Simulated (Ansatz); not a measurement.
Li$_{3}$N (Li3N type, space group P6/mmm)

```
CELL_PARAMETERS angstrom
      3.63435     0.00000     0.00000
     -1.81718     3.14744     0.00000
      0.00000     0.00000     3.86452
ATOMIC_POSITIONS crystal
  Li 0.00000 0.00000 0.50000
  Li 0.33333 0.66667 0.00000
  Li 0.66667 0.33333 0.00000
  N  0.00000 0.00000 0.00000
```

Grid over V/V₀ and (c/a)/(c/a)₀, subscript 0 meaning the relaxed cell; the conventional c axis lies along z; no internal relaxation.

Computed with PBE (plane waves to 420 eV, PAW, scalar-relativistic; Ansatz, a program for electronic structure). k mesh 10×10×9 (Γ-centred), Fermi-Dirac smearing 0.05 eV. Energies are smeared free energies. Li3N was relaxed with its symmetry unable to fall. ΔE is measured from the relaxed starting cell.

### Question
What ΔE (kJ/mol of atoms) does the calculation give at all points of the grid V/V₀ = 0.920, 0.960, 1.000, 1.040, 1.080 by (c/a)/(c/a)₀ = 0.880, 0.940, 1.000, 1.060, 1.120?

### Answer
ΔE (kJ/mol of atoms), with V/V₀ across and (c/a)/(c/a)₀ down:

```csv
(c/a)/(c/a)₀ \ V/V₀,0.920,0.960,1.000,1.040,1.080
0.880,7.51,6.09,5.39,5.29,5.67
0.940,2.68,1.60,1.21,1.39,2.05
1.000,1.29,0.30,0.00,0.26,1.00
1.060,2.49,1.39,1.00,1.18,1.84
1.120,5.68,4.32,3.69,3.65,4.12
```

(A scan under strain: stresses follow from slopes of the energy per volume, elastic moduli from its curvatures.)
